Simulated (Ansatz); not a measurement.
# Thallium, beta-Sn type under PBEsol: structure, energy and stiffness

The plan for thallium in the beta-Sn type structure: relax it, solve it on a dense k-mesh, then scale the cell to 7 volumes from 88 to 112 % of the relaxed one and try a fit of the equation of state. Spin polarisation is left out. The k-meshes are 11×11×8 for the relaxation; 19×19×17 for the dense run; 13×13×11 for the volumes.

Computed with Ansatz 0.2.0 (DFT PBEsol, plane waves (420 eV) with PAW, scalar-relativistic; PAW files made under PBE, frozen cores solved again for the functional, unless a step says otherwise).

**1. Starting point**

The structure is tetragonal, space group I4_1/amd (No. 141). The conventional cell has a = 5.997 Å, b = 5.997 Å, c = 3.274 Å, α = 90.00°, β = 90.00°, γ = 90.00°. Tl (site symmetry -4m2) is surrounded by 6 Tl at 3.11 to 3.27 Å.

Coordinates:

```xyz
2
Lattice="-2.9985 2.9985 1.6372 2.9985 -2.9985 1.6372 2.9985 2.9985 -1.6372" Properties=species:S:1:pos:R:3 pbc="T T T"
Tl    0.0000    0.0000    0.0000
Tl    0.0000    2.9985    0.8186
```

**2. Relaxation of the cell**

input.yaml reads:

```yaml
crystal:
  lattice:
    - [-2.9984756505, 2.9984756505, 1.6371677052]
    - [2.9984756505, -2.9984756505, 1.6371677052]
    - [2.9984756505, 2.9984756505, -1.6371677052]
  atoms:
    - { symbol: Tl, position: [0.0, 0.0, 0.0] }
    - { symbol: Tl, position: [0.75, 0.25, 0.5] }
hamiltonian:
  xc: pbesol
  pseudopotentials:
    kind: paw
    azcp:
      Tl: "pseudopotentials/Tl.paw.azcp"
basis:
  ecutwfc: 420
  fft_grid_basis: typed
kpoints:
  mp_grid: { grid: [11, 11, 8], shift: [0, 0, 0] }
magnetization:
  spin_polarized: false
scf:
  occupations: { method: fermi_dirac, width: 0.1 }
relax:
  max_steps: 60
  f_tol: 0.01
  cell: {}
```

After this run come: Dense single point; Volume × 0.88; Volume × 0.92; Volume × 0.96; Volume × 1.0; Volume × 1.04; Volume × 1.08; Volume × 1.12.

Before running it: what results should come out? Wanted: space group; conventional cell; volume; shortest distance; gap on the mesh; relative to hcp; V₀, B₀, B₀′.

The runs gave:

| quantity | value |
| --- | --- |
| space group (spins left aside) | C2/c (No. 15) |
| conventional cell | a = 3.263 Å, b = 11.333 Å, c = 3.445 Å, β = 116.07° |
| volume | 28.609 Å³/atom |
| shortest distance | 3.263 Å |
| gap on the mesh | none (levels filled in part) |
| relative to hcp | +26 meV/atom |
| V₀, B₀, B₀′ | 28.580 Å³/atom, 36 GPa, 5.5 |

The relaxation shrank the cell by 2.8 % in volume. What began as beta-Sn type has relaxed into C2/c. What follows belongs to that structure, not to the type named at the start. The mesh has less symmetry than the lattice, which may have let the distortion in. It lies 26 meV/atom above the element's reference form at the same level (hcp, from a run of its own). Levels at the Fermi energy are filled in part, as in a metal. The fitted modulus is 36 GPa; letting shape and positions relax at each volume could only lower it.
